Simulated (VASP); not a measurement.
Write the native input for VASP 6.6.1 that does the following.

- Task: single point
- Functional: LDA
- Potentials or basis: VASP PAW LDA potentials, release 54 (Ni)
- Cutoff: 520 eV
- k mesh: 13 × 13 × 13
- Occupations: gaussian, width 0.02 eV
- Spin: collinear spin, ferromagnetic start
- Starting moments: [1.0] μB
- Further INCAR settings: ALGO = Fast; EDIFF = 1e-06

The structure of Ni lies in POSCAR:

```
Ni
1.0
    0.0000000000      1.7375729330      1.7375729330
    1.7375729330      0.0000000000      1.7375729330
    1.7375729330      1.7375729330      0.0000000000
Ni
1
Cartesian
    0.0000000000      0.0000000000      0.0000000000
```

These files were run (other wordings do the same):

INCAR

```
ALGO = Fast
EDIFF = 1E-6
ENCUT = 520
GGA = CA
ISIF = 2
ISMEAR = 0
ISPIN = 2
LASPH = True
LCHARG = False
LMAXMIX = 4
LORBIT = 11
LREAL = False
LWAVE = False
MAGMOM = 1
NELM = 100
PREC = Accurate
SIGMA = 0.02
```

KPOINTS

```
k-points
0
Gamma
  13 13 13
```

Potentials or basis: VASP PAW LDA potentials, release 54 (Ni).

Run with:

```sh
$ cat potpaw_LDA.54/Ni/POTCAR > POTCAR
$ mpirun -np 1 vasp_std > vasp.out
```

It gave:

```yaml
Pressure: -10.3 GPa
Band_gap_on_the_k_mesh: none (metal or under the smearing width)
Net_moment: 0.61 μB per cell
Site_moments: Ni +0.61 μB
Valence_electrons_inside_the_program's_atomic_spheres: Ni 9.39
```

Wall time 11 s on 1 thread of Intel(R) Xeon(R) Platinum 8559C (Emerald Rapids), on a shared host, peak memory 0.12 GiB.
